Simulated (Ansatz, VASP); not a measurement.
# HfB2 in VASP and in Ansatz

INCAR

```
SYSTEM = HfB2
ALGO = Normal
EDIFF = 1E-6
ENCUT = 520
GGA = RE
ISIF = 2
ISMEAR = -1
LASPH = .TRUE.
LCHARG = .TRUE.
LELF = .TRUE.
LREAL = .FALSE.
LVHAR = .TRUE.
LWAVE = .FALSE.
NBANDS = 15
NELM = 80
PREC = Accurate
SIGMA = 0.05
```

KPOINTS

```
k-points
0
G
  10 10 8
  0 0 0
```

Contents of POSCAR:

```
HfB2
1.0
    3.1400000000      0.0000000000      0.0000000000
   -1.5700000000      2.7193197679      0.0000000000
    0.0000000000      0.0000000000      3.4800000000
Hf B
1 2
Direct
    0.0000000000      0.0000000000      0.0000000000
    0.6666666667      0.3333333333      0.5000000000
    0.3333333333      0.6666666667      0.5000000000
```

File input.yaml:

```yaml
crystal:
  lattice:
    - [3.14, 0.0, 0.0]
    - [-1.57, 2.7193197679, 0.0]
    - [0.0, 0.0, 3.48]
  atoms:
    - { symbol: Hf, position: [0.0, 0.0, 0.0] }
    - { symbol: B, position: [0.6666666667, 0.3333333333, 0.5] }
    - { symbol: B, position: [0.3333333333, 0.6666666667, 0.5] }
hamiltonian:
  xc: revpbe
  pseudopotentials: { kind: paw }
kpoints:
  mp_grid: { grid: [10, 10, 8] }
  band_path:
    path:
      - [[0.0, 0.0, 0.0], [0.5, 0.0, 0.0], [0.3333333333, 0.3333333333, 0.0], [0.0, 0.0, 0.0], [0.0, 0.0, 0.5], [0.5, 0.0, 0.5], [0.3333333333, 0.3333333333, 0.5], [0.0, 0.0, 0.5]]
      - [[0.5, 0.0, 0.5], [0.5, 0.0, 0.0]]
      - [[0.3333333333, 0.3333333333, 0.0], [0.3333333333, 0.3333333333, 0.5]]
    npoints: 14
scf:
  occupations: { method: fermi_dirac, width: 0.05 }
  n_extra_bands: 7
output:
  forces: true
  stress: true
  eigenvalues: true
  fatbands: true
  write_density: true
  write_potential: true
  elf: true
  volumetric_format: npy
```

Alike in both runs: functional revPBE; k mesh 10 × 10 × 8; occupations fermi-dirac, width 0.05 eV; no spin polarisation.

|  | VASP | Ansatz |
| --- | --- | --- |
| version | VASP 6.6.1 | Ansatz 0.2.0 |
| potentials or method | VASP PAW PBE potentials, release 64 (Hf_pv, B) | Ansatz PAW |
| plane-wave cutoff (eV) | 520 | 420 |
| valence electrons in the cell | 16 | 32 |
| task | single point | band structure |

|  | VASP | Ansatz | Ansatz less VASP |
| --- | --- | --- | --- |
| gap on the k mesh at the Fermi level (eV) | none | none | - |
| pressure (GPa) | 4.1 | 4.6 | +0.47 |
| largest component of the traceless stress (GPa) | 0.34 | 0.16 | -0.184 |

A gap of «none» marks a metal or a gap that the smearing closes. The two sets of potentials don't hold the same shells in valence.

Caveats: the PAW data sets were made with another functional, which shifts forces and pressure a little (VASP); spin-orbit coupling is left out, which moves the levels of the heavy elements (Ansatz); the PAW data sets come from PBE, with cores solved anew for the run's functional, which leaves a small shift of forces and pressure (Ansatz). Spin-orbit coupling is left out, which matters for the levels of Hf.
